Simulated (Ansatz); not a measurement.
V:

```
V
1.0
     2.60429    0.00000    0.00000
    -1.30215    2.25538    0.00000
     0.00000    0.00000    4.72334
V
2
Direct
  0.33333 0.66667 0.25000
  0.66667 0.33333 0.75000
```

This isn't the form of V at room conditions, which is bcc.

- Program: Ansatz 0.2.0
- Task: single point
- Functional: PBE
- Potentials or basis: Ansatz PAW
- Cutoff: 420 eV (not typed: the program's choice for these potentials)
- k mesh: 12 × 12 × 6
- Occupations: fermi-dirac, width 0.05 eV
- Spin: collinear spin, ferromagnetic start
- Starting moments: [2.0, 2.0] μB

On this cell: pressure -0.5 GPa; largest force under 0.003 eV/Å; net moment 0.00 μB per cell; band gap on the k mesh none (metal or under the smearing width).

The same run follows on a disturbed copy (atoms moved at random, drawn with an rms of 0.05 Å):

```
V
1.0
     2.60429    0.00000    0.00000
    -1.30215    2.25538    0.00000
     0.00000    0.00000    4.72334
V
2
Cartesian
  0.0087 1.5067 1.1727
  1.2929 0.7562 3.5062
```

What changes?

The energy (extrapolated to zero smearing) moves by +1.9 meV/atom; pressure -0.5 GPa; largest force 0.271 eV/Å; net moment 0.00 μB per cell; band gap on the k mesh none (metal or under the smearing width).

Forces on the atoms (eV/Å):
```
V    0.016  0.000 -0.270
V   -0.016  0.000  0.270
```

Stress tensor (GPa, compression positive):
```
-0.08 -0.37 -0.04
-0.37 -0.14  0.00
-0.04  0.00 -1.17
```

Caveats: the starting moments weren't kept.
